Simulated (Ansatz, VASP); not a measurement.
# NaCl in VASP and in Ansatz

The input INCAR:

```
SYSTEM = NaCl
PREC     = Accurate       ! precision mode
ENCUT    = 520            ! plane-wave cutoff, eV
EDIFF    = 1E-8           ! SCF threshold, eV
ISMEAR   = -1             ! smearing method
SIGMA    = 0.03           ! smearing width, eV
LREAL    = .FALSE.        ! projectors in reciprocal space
LASPH    = .TRUE.         ! aspherical terms in the spheres
NELM     = 60             ! most SCF steps
ALGO     = Normal         ! electronic algorithm
ISIF     = 2              ! what is computed and relaxed
LWAVE    = .FALSE.        ! write WAVECAR
LCHARG   = .FALSE.        ! write CHGCAR
GGA      = PS             ! functional
LEFG     = .TRUE.       
NBANDS   = 14             ! bands
```

Contents of KPOINTS:

```
Automatic mesh
0
G
  9 9 9
  0 0 0
```

Contents of POSCAR:

```
NaCl
1.0
    2.8600000000      0.0286000000      0.0286000000
    0.0286000000      2.8600000000      0.0286000000
    0.0286000000      0.0286000000      2.8600000000
Na Cl
1 1
Direct
    0.0000000000      0.0000000000      0.0000000000
    0.5000000000      0.5000000000      0.5000000000
```

Input for Ansatz:

```yaml
crystal:
  lattice:
    - [2.86, 0.0286, 0.0286]
    - [0.0286, 2.86, 0.0286]
    - [0.0286, 0.0286, 2.86]
  atoms:
    - { symbol: Na, position: [0.0, 0.0, 0.0] }
    - { symbol: Cl, position: [0.5, 0.5, 0.5] }
kpoints:
  mp_grid: { grid: [9, 9, 9] }
scf:
  occupations: { method: fermi_dirac, width: 0.03 }
hamiltonian:
  xc: pbesol
  pseudopotentials: { kind: all_electron, datasets: crystal }
output:
  forces: true
  stress: true
  eigenvalues: true
  efg: { contact_densities: true }
```

Change from the starting cell: equal xy, yz and zx shear strains of +2 %, crystal datasets.

Alike in both runs: task electric field gradients; functional PBEsol; k mesh 9 × 9 × 9; occupations fermi-dirac, width 0.03 eV; no spin polarisation.

|  | VASP | Ansatz |
| --- | --- | --- |
| version | VASP 6.6.1 | Ansatz 0.2.0 |
| potentials or method | VASP PAW PBE potentials, release 64 (Na_pv, Cl) | all-electron PAW with datasets made for the crystal, scalar-relativistic |
| plane-wave cutoff (eV) | 520 | see its input |

```tsv
	VASP	Ansatz	Ansatz less VASP
gap on the k mesh at the Fermi level (eV)	4.55	4.50	-0.055
pressure (GPa)	60.3	59.6	-0.62
largest component of the traceless stress (GPa)	1.27	1.23	-0.039
Vzz of the field gradient on the site that differs most (V/Å²)	3.9	3.5	-0.38
```

Ansatz ran all-electron here, so the differences hold the error of VASP's frozen core and of both bases.

Caveats: the cell as given lies far from equilibrium; so large a pressure means that the cell lies far from this level's equilibrium, or that cutoff or potentials fall short (VASP); the potentials were made for another functional, which shifts forces and pressure (VASP); an odd mesh through Γ misses points on the zone boundary, where band edges often lie.
